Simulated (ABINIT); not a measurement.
# HfO2 (Fm-3m) in ABINIT: convergence with pawecutdg

Aim: find how far pawecutdg must go before the results for HfO2 settle, at r2SCAN. This setting moves, with any that are tied to it; all else stays.

Program: ABINIT 10.8.3 (patched build). These are calculated values, not measurements. Logs are shortened: lines on timing, memory, paths and dates and some standing lists are left out, and cuts for length are marked. The log counts tension as positive stress, the text compression.

### Step 1. Starting point

The structure is cubic, space group Fm-3m (No. 225). The conventional cell has a = 5.115 Å, b = 5.115 Å, c = 5.115 Å, α = 90.00°, β = 90.00°, γ = 90.00°. Hf (site symmetry m-3m) has 8 O at 2.21 Å as nearest neighbours. Around O (site symmetry -43m) lie 4 Hf at 2.21 Å.

Measurements of this composition are mostly on another form, of space group No. 14.

### Step 2. With pawecutdg 28 Ha

run.abi reads:

```
# Pseudopotentials
pp_dirpath "./"
pseudos "Hf.GGA_PBE-JTH.xml, O.GGA_PBE-JTH.xml"

# Structure
acell 6.8348581746 6.8348581746 6.8348581746
rprim
     0.0000000000     0.7071067812     0.7071067812
     0.7071067812     0.0000000000     0.7071067812
     0.7071067812     0.7071067812     0.0000000000
ntypat 2
znucl 72 8
natom 3
typat 1 2 2
xcart
     0.0000000000     0.0000000000     0.0000000000
     3.8362500000     3.8362500000     3.8362500000
     1.2787500000     1.2787500000     1.2787500000 Angstrom

# Plane-wave basis
ecut 761.918815 eV
pawecutdg 28.0

# k points
kptopt 1
ngkpt 9 9 9
nshiftk 1
shiftk 0.0 0.0 0.0

# Exchange and correlation
ixc -497498
usekden 1
pawxcdev 0

# Bands and occupations
nband 16
occopt 4
tsmear 0.05 eV

# SCF cycle
nstep 100
tolvrs 1.0e-7

# Output
iomode 3
prtwf 0
prtden 0
prteig 0
prtebands 0
enunit 2
```

Potentials or basis: JTH PAW PBE v2.0.

Run with:

```console
$ abinit run.abi > log 2>&1
```

Run time: 0.15 s. Hardware: 1 thread of Arm Neoverse V1, shared host; peak memory 0.06 GiB.

The input was rejected before any iteration.

### Step 3. With pawecutdg 33.6

Changes to run.abi since step 2:

```diff
@@ -21,3 +21,3 @@
 ecut 761.918815 eV
-pawecutdg 28.0
+pawecutdg 33.6
```

Potentials or basis: JTH PAW PBE v2.0.

Run with:

```console
$ abinit run.abi > log 2>&1
```

run.abo:

```text
.Version 10.8.3 of ABINIT
 Symmetries : space group Fm -3 m (#225); Bravais cF (face-center cubic)
================================================================================
 Values of the parameters that define the memory need of the present run
     intxc =       0    ionmov =       0      iscf =      17    lmnmax =      18
     lnmax =       6     mgfft =      36  mpssoang =       3    mqgrid =    3001
     natom =       3  nloc_mem =       2    nspden =       1   nspinor =       1
    nsppol =       1      nsym =      48    n1xccc =       1    ntypat =       2
    occopt =       4   xclevel =       2
       mpw =        1609          nfft =       46656          nkpt =          35
 PAW method is used; the additional fine FFT grid is defined by:
   mgfftf=        36    nfftf =     46656
================================================================================
================================================================================

--------------------------------------------------------------------------------
------------- Echo of variables that govern the present computation ------------
--------------------------------------------------------------------------------
 -outvars: echo values of preprocessed input variables --------
            acell      6.8348581746E+00  6.8348581746E+00  6.8348581746E+00 Bohr
              amu      1.78490000E+02  1.59994000E+01
             ecut      2.80000000E+01 Hartree
           enunit           2
              ixc     -497498
         kptrlatt        9    0    0      0    9    0      0    0    9
          kptrlen      6.15137236E+01
            natom           3
            nband          16
            ngfft          36      36      36
          ngfftdg          36      36      36
             nkpt          35
            nstep         100
             nsym          48
           ntypat           2
           occopt           4
        pawecutdg      3.36000000E+01 Hartree
         pawxcdev           0
           prtden           0
        prtebands           0
           prteig           0
          prtkden           1
            prtwf           0
            rprim      0.0000000000E+00  7.0710678120E-01  7.0710678120E-01
                       7.0710678120E-01  0.0000000000E+00  7.0710678120E-01
                       7.0710678120E-01  7.0710678120E-01  0.0000000000E+00
          spgroup         225
           tolvrs      1.00000000E-07
           tsmear      1.83746611E-03 Hartree
            typat      1  2  2
          usekden           1
           useylm           1
           xangst      0.0000000000E+00  0.0000000000E+00  0.0000000000E+00
                       3.8362499975E+00  3.8362499975E+00  3.8362499975E+00
                       1.2787499992E+00  1.2787499992E+00  1.2787499992E+00
            xcart      0.0000000000E+00  0.0000000000E+00  0.0000000000E+00
                       7.2494618457E+00  7.2494618457E+00  7.2494618457E+00
                       2.4164872819E+00  2.4164872819E+00  2.4164872819E+00
             xred      0.0000000000E+00  0.0000000000E+00  0.0000000000E+00
[... 157 lines left out ...]
    2     -0.00000000000000     0.00000000000000    -0.00000000000000
    3      0.00000000000000    -0.00000000000000     0.00000000000000
 frms,max,avg= 3.7311577E-30 7.5446091E-30   0.000E+00  0.000E+00  0.000E+00 h/b

 cartesian forces (eV/Angstrom) at end:
    1     -0.00000000000000     0.00000000000000    -0.00000000000000
    2     -0.00000000000000     0.00000000000000    -0.00000000000000
    3      0.00000000000000    -0.00000000000000     0.00000000000000
 frms,max,avg= 1.9186384E-28 3.8795940E-28   0.000E+00  0.000E+00  0.000E+00 e/A
 length scales=  6.834858174600  6.834858174600  6.834858174600 bohr
              =  3.616851183299  3.616851183299  3.616851183299 angstroms
 Fermi (or HOMO) energy (hartree) =   0.04683   Average Vxc (hartree)=  -0.45182
 Eigenvalues (hartree) for nkpt=  35  k points:
 kpt#   1, nband= 16, wtk=  0.00137, kpt=  0.0000  0.0000  0.0000 (reduced coord)
  -2.33095   -1.14471   -1.14471   -1.14471   -0.73295   -0.62835   -0.20830   -0.20830
  -0.20830   -0.03759   -0.03759   -0.03759    0.14485    0.14485    0.21475    0.37706
      occupation numbers for kpt#   1
   2.00000    2.00000    2.00000    2.00000    2.00000    2.00000    2.00000    2.00000
   2.00000    2.00000    2.00000    2.00000    0.00000    0.00000    0.00000    0.00000
 prteigrs : prtvol=0 or 1, do not print more k-points.

 Fermi (or HOMO) energy (eV) =   1.27428   Average Vxc (eV)= -12.29451
 Eigenvalues (   eV  ) for nkpt=  35  k points:
 kpt#   1, nband= 16, wtk=  0.00137, kpt=  0.0000  0.0000  0.0000 (reduced coord)
 -63.42830  -31.14916  -31.14916  -31.14916  -19.94451  -17.09834   -5.66803   -5.66803
  -5.66803   -1.02278   -1.02278   -1.02278    3.94150    3.94150    5.84354   10.26032
 prteigrs : prtvol=0 or 1, do not print more k-points.

--- !EnergyTerms
iteration_state     : {dtset: 1, }
comment             : Components of total free energy in Hartree
kinetic             :  2.05137277760629E+01
hartree             :  1.35163847559857E+01
xc                  : -1.44470514242997E+01
Ewald energy        : -6.72333631145653E+01
psp_core            :  1.08440380756538E+01
local_psp           : -2.75453739072499E+01
PAW spherical_terms :  2.30202378234227E+01
internal            : -4.13314000149897E+01
'-kT*entropy'       :  7.25286738022473E-16
total_energy        : -4.13314000149897E+01
total_energy_eV     : -1.12468468989503E+03
...

--- !EnergyTermsDC
iteration_state     : {dtset: 1, }
comment             : '"Double-counting" decomposition of free energy'
band_energy         : -1.57122250686393E+01
Ewald energy        : -6.72333631145653E+01
psp_core            :  1.08440380756538E+01
xc_dc               : -1.58115206051224E+01
PAW spherical_terms :  4.65818328695649E+01
internal            : -4.13312378431082E+01
'-kT*entropy'       :  7.25286738022473E-16
total_energy_dc     : -4.13312378431082E+01
total_energy_dc_eV  : -1.12468027697332E+03
...

--- !EnergyTermsWithPAWCore
iteration_state     : {dtset: 1, }
comment             : 'Components of total free energy, including PAW core contributions'
Total energy        : -1.52297955324544E+04
Total energy DC     : -1.52297953702826E+04
Total energy (eV)   : -4.14423848680934E+05
Total energy DC (eV): -4.14423844268012E+05
...

 Cartesian components of stress tensor (hartree/bohr^3)
  sigma(1 1)=  3.94422321E-04  sigma(3 2)=  0.00000000E+00
  sigma(2 2)=  3.94422321E-04  sigma(3 1)=  0.00000000E+00
  sigma(3 3)=  3.94422321E-04  sigma(2 1)=  0.00000000E+00

-Cartesian components of stress tensor (GPa)         [Pressure= -1.1604E+01 GPa]
- sigma(1 1)=  1.16043053E+01  sigma(3 2)=  0.00000000E+00
- sigma(2 2)=  1.16043053E+01  sigma(3 1)=  0.00000000E+00
- sigma(3 3)=  1.16043053E+01  sigma(2 1)=  0.00000000E+00

== END DATASET(S) ==============================================================
================================================================================

 -outvars: echo values of variables after computation  --------
            acell      6.8348581746E+00  6.8348581746E+00  6.8348581746E+00 Bohr
           etotal     -4.1331237843E+01
            fcart     -0.0000000000E+00  2.3214181967E-30 -4.6428363934E-30
                      -1.7410636475E-30  2.3214181967E-30 -2.9017727458E-30
                       1.7410636475E-30 -4.6428363934E-30  7.5446091392E-30
            rprim      0.0000000000E+00  7.0710678120E-01  7.0710678120E-01
                       7.0710678120E-01  0.0000000000E+00  7.0710678120E-01
                       7.0710678120E-01  7.0710678120E-01  0.0000000000E+00
           strten      3.9442232133E-04  3.9442232133E-04  3.9442232133E-04
                       0.0000000000E+00  0.0000000000E+00  0.0000000000E+00
           xangst      0.0000000000E+00  0.0000000000E+00  0.0000000000E+00
                       3.8362499975E+00  3.8362499975E+00  3.8362499975E+00
                       1.2787499992E+00  1.2787499992E+00  1.2787499992E+00
             xred      0.0000000000E+00  0.0000000000E+00  0.0000000000E+00
                       7.5000000000E-01  7.5000000000E-01  7.5000000000E-01
                       2.5000000000E-01  2.5000000000E-01  2.5000000000E-01
 Calculation completed.
```

Wall time 2.2 min (1 thread of Arm Neoverse V1, shared host); peak memory 0.15 GiB.

What came out:

| Item | Value |
| --- | --- |
| Free energy | -1124.6803 eV |
| Pressure | -11.6 GPa |
| Band gap on the k mesh | 4.34 eV, indirect (least direct gap 4.44 eV) |
| Valence electrons inside the program's atomic spheres | Hf 9.31; O 4.66 |

### Step 4. With pawecutdg 42

Changes to run.abi since step 3:

```diff
@@ -21,3 +21,3 @@
 ecut 761.918815 eV
-pawecutdg 33.6
+pawecutdg 42.0
```

Run with:

```console
$ abinit run.abi > log 2>&1
```

It took 2.4 min on 1 thread of Arm Neoverse V1, shared host; peak memory 0.15 GiB.

It converged, with:

| Item | Value |
| --- | --- |
| Free energy | -1124.6838 eV |
| Pressure | -11.4 GPa |
| Band gap on the k mesh | 4.34 eV, indirect (least direct gap 4.44 eV) |
| Valence electrons inside the program's atomic spheres | Hf 9.32; O 4.63 |

### Step 5. With pawecutdg 50.4

Changes to run.abi since step 4:

```diff
@@ -21,3 +21,3 @@
 ecut 761.918815 eV
-pawecutdg 42.0
+pawecutdg 50.4
```

Run with:

```console
$ abinit run.abi > log 2>&1
```

It took 2.4 min on 1 thread of Arm Neoverse V1, shared host; peak memory 0.17 GiB.

The run converged. Its results:

```yaml
Free_energy: -1124.6742 eV
Pressure: -12.1 GPa
Band_gap_on_the_k_mesh: 4.34 eV, indirect (least direct gap 4.44 eV)
Valence_electrons_inside_the_program's_atomic_spheres: Hf 9.31; O 4.63
```

### Step 6. With pawecutdg 61.6

Changes to run.abi since step 5:

```diff
@@ -21,3 +21,3 @@
 ecut 761.918815 eV
-pawecutdg 50.4
+pawecutdg 61.6
```

Potentials or basis: JTH PAW PBE v2.0.

Run with:

```console
$ abinit run.abi > log 2>&1
```

Run time: 2.4 min. Hardware: 1 thread of Arm Neoverse V1, shared host; peak memory 0.19 GiB.

It converged, with:

- Free energy: -1124.6715 eV
- Pressure: -12.1 GPa
- Band gap on the k mesh: 4.34 eV, indirect (least direct gap 4.44 eV)
- Valence electrons inside the program's atomic spheres: Hf 9.31; O 4.64

### Step 7. With pawecutdg 75.6

Changes to run.abi since step 6:

```diff
@@ -21,3 +21,3 @@
 ecut 761.918815 eV
-pawecutdg 61.6
+pawecutdg 75.6
```

Run with:

```console
$ abinit run.abi > log 2>&1
```

Run time: 2.5 min. Hardware: 1 thread of Arm Neoverse V1, shared host; peak memory 0.21 GiB.

The run converged. Its results:

```
Free energy                                           : -1124.6719 eV
Pressure                                              : -12.0 GPa
Band gap on the k mesh                                : 4.34 eV, indirect (least direct gap 4.44 eV)
Valence electrons inside the program's atomic spheres : Hf 9.30; O 4.63
```

### Step 8. With pawecutdg 92.4

Changes to run.abi since step 7:

```diff
@@ -21,3 +21,3 @@
 ecut 761.918815 eV
-pawecutdg 75.6
+pawecutdg 92.4
```

Run with:

```console
$ abinit run.abi > log 2>&1
```

It took 2.5 min on 1 thread of Arm Neoverse V1, shared host; peak memory 0.25 GiB.

The run converged. Its results:

| Item | Value |
| --- | --- |
| Free energy | -1124.6717 eV |
| Pressure | -12.1 GPa |
| Band gap on the k mesh | 4.34 eV, indirect (least direct gap 4.44 eV) |
| Valence electrons inside the program's atomic spheres | Hf 9.30; O 4.64 |

### Step 9. Summary

```tsv
pawecutdg	energy less the tightest run (meV/atom)	pressure (GPa)	SCF cycles	CPU time (s)	peak memory (GiB)
28 Ha	refused	-	-	-	-
33.6	-2.86	-11.60	11	130	0.15
42	-4.03	-11.41	12	150	0.15
50.4	-0.83	-12.15	12	150	0.17
61.6	0.06	-12.05	12	150	0.19
75.6	-0.08	-12.04	12	150	0.21
92.4	0.00	-12.07	12	150	0.25
```

Against the tightest run, the energy stays within 1 meV/atom from 50.4 on; the pressure stays within 0.1 GPa from 50.4 on. The tightest run that finished is the yardstick and may itself not be fully converged.

Caveats: totals of a meta-GGA on PAW files have another zero than those of a GGA; the PAW data sets were made with another functional, which shifts forces and pressure a little; spin-orbit coupling is left out, which moves the levels of the heavy elements; an odd mesh through Γ misses points on the zone boundary, where band edges often lie.
